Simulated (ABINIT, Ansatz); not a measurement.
Planning a run of Ansatz 0.2.0 on SiC (P6_3mc). The input:

```yaml
crystal:
  lattice:
    - [3.0766210102, 0.0, 0.0]
    - [-1.5383105051, 2.6644319527, 0.0]
    - [0.0, 0.0, 15.09808432]
  atoms:
    - { symbol: Si, position: [0.3333333333, 0.6666666667, 0.83298615] }
    - { symbol: Si, position: [0.6666666667, 0.3333333333, 0.33298615] }
    - { symbol: Si, position: [0.6666666667, 0.3333333333, 0.6665006] }
    - { symbol: Si, position: [0.3333333333, 0.6666666667, 0.1665006] }
    - { symbol: Si, position: [0.0, 0.0, 0.49972942] }
    - { symbol: Si, position: [0.0, 0.0, 0.99972942] }
    - { symbol: C, position: [0.0, 0.0, 0.87436641] }
    - { symbol: C, position: [0.0, 0.0, 0.37436641] }
    - { symbol: C, position: [0.3333333333, 0.6666666667, 0.70799678] }
    - { symbol: C, position: [0.6666666667, 0.3333333333, 0.20799678] }
    - { symbol: C, position: [0.6666666667, 0.3333333333, 0.54152164] }
    - { symbol: C, position: [0.3333333333, 0.6666666667, 0.04152164] }
kpoints:
  mp_grid: { grid: [6, 6, 1] }
hamiltonian:
  xc: pbe
scf:
  occupations: { method: fixed }
gw:
  n_empty_bands: 324
  ecut_chi: 176.87
  qp_bands: [v2, c2]
  qp_kpoints: [[0.0, 0.0, 0.0], [0.5, 0.0, 0.0]]
  screening: { model: contour_deformation }
```

```sh
ansatz run input.yaml --threads 16 --pin off --max-ram 29491MiB --backend cpu --events-out ev --progress --plain --runs-dir out
```

How long will it take on 16 threads of AMD EPYC 7R43, shared host, and how much memory?

It took 55 s; on shared hardware allow 28 s to 1.8 min. Peak host memory was 2.9 GiB. The sizes that set the cost: 2415 plane waves a state, 7 irreducible k points, 675 plane waves in the screening and 7 SCF cycles.

The screening grows as filled bands × empty bands × pairs of k points, times the square of the screening basis for the matrix.

[Paths, hosts, dates, memory and timing lines, banners, echoed tables and standing remarks are left out of the program output.]

[Logs are printed without paths, hosts, clocks, repeated set-up lines and the standing remarks that a program may print on its own settings, such as how far it seeks lower states.]

[Runs of the session that timed out or met a known fault of the program may be left out.]

[Hosts, paths, dates, database ids (printed as entryN), source tags and the programs' standing remarks are cut or masked in the printed files.]

[G0W0 gaps are taken among the corrected bands and points alone; a level outside them can change the order at an edge.]

[Where Ansatz stands beside ABINIT at settings called matched, ABINIT's density can come from a denser mesh and the files from another edition; pairs whose starting gaps differed by over 0.03 eV were left out, so agreement reads better than it is.]
